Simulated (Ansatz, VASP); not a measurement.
## Ni: VASP beside Ansatz

File INCAR:

```
PREC     = Accurate       # precision mode
ENCUT    = 520            # plane-wave cutoff, eV
EDIFF    = 1E-6           # SCF threshold, eV
ISMEAR   = -1             # smearing method
SIGMA    = 0.05           # smearing width, eV
LREAL    = False          # projectors in reciprocal space
LASPH    = True           # aspherical terms in the spheres
NELM     = 150            # most SCF steps
ALGO     = Normal         # electronic algorithm
ISIF     = 2              # what is computed and relaxed
LWAVE    = False          # write WAVECAR
LCHARG   = True           # write CHGCAR
ISPIN    = 2              # spin polarisation
MAGMOM   = 1              # initial moments
LORBIT   = 11             # projections on sites
LMAXMIX  = 4              # l up to which the mixer works
GGA      = RE             # functional
LELF     = True           # ELF
LVHAR    = True         
NBANDS   = 15             # bands
```

Contents of KPOINTS:

```
Automatic mesh
0
Gamma
  13 13 13
```

The input POSCAR:

```
Ni
1.0
    0.0000000000      1.7375729330      1.7375729330
    1.7375729330      0.0000000000      1.7375729330
    1.7375729330      1.7375729330      0.0000000000
Ni
1
Direct
    0.0000000000      0.0000000000      0.0000000000
```

input.yaml

```yaml
crystal:
  lattice:
    - [0.0, 1.737572933, 1.737572933]
    - [1.737572933, 0.0, 1.737572933]
    - [1.737572933, 1.737572933, 0.0]
  atoms:
    - { symbol: Ni, position: [0.0, 0.0, 0.0], spin: 1.0 }
kpoints:
  mp_grid: { grid: [13, 13, 13] }
  band_path:
    path:
      - [0.0, 0.0, 0.0]
      - [0.5, 0.0, 0.5]
      - [0.5, 0.25, 0.75]
      - [0.375, 0.375, 0.75]
      - [0.0, 0.0, 0.0]
      - [0.5, 0.5, 0.5]
      - [0.625, 0.25, 0.625]
      - [0.5, 0.25, 0.75]
    npoints: 8
scf:
  occupations: { method: fermi_dirac, width: 0.05 }
hamiltonian:
  xc: revpbe
  pseudopotentials: { kind: all_electron, lapw: { basis_error: 0.001 } }
magnetization:
  spin_polarized: true
output:
  forces: true
  stress: true
  eigenvalues: true
```

Alike in both runs: functional revPBE; k mesh 13 × 13 × 13; occupations fermi-dirac, width 0.05 eV; collinear spin.

|  | VASP | Ansatz |
| --- | --- | --- |
| version | VASP 6.6.1 | Ansatz 0.2.0 |
| potentials or method | VASP PAW PBE potentials, release 64 (Ni) | all-electron LAPW, scalar-relativistic |
| plane-wave cutoff (eV) | 520 | see its input |
| task | single point | band structure |

|  | VASP | Ansatz | Ansatz less VASP |
| --- | --- | --- | --- |
| gap on the k mesh at the Fermi level (eV) | none | none | - |
| pressure (GPa) | 12.3 | 12.3 | -0.04 |
| net moment per atom (μB) | 0.62 | 0.63 | +0.008 |
| size of the moment on the site where the two differ most (μB) | 0.63 | 0.66 | +0.023 |

Site moments also hang on the region over which each program counts them. A gap of «none» marks a metal or a gap that the smearing closes. Ansatz ran all-electron here, so the differences hold the error of VASP's frozen core and of both bases.

Caveats: the PAW data sets were made with another functional, which shifts forces and pressure a little (VASP).
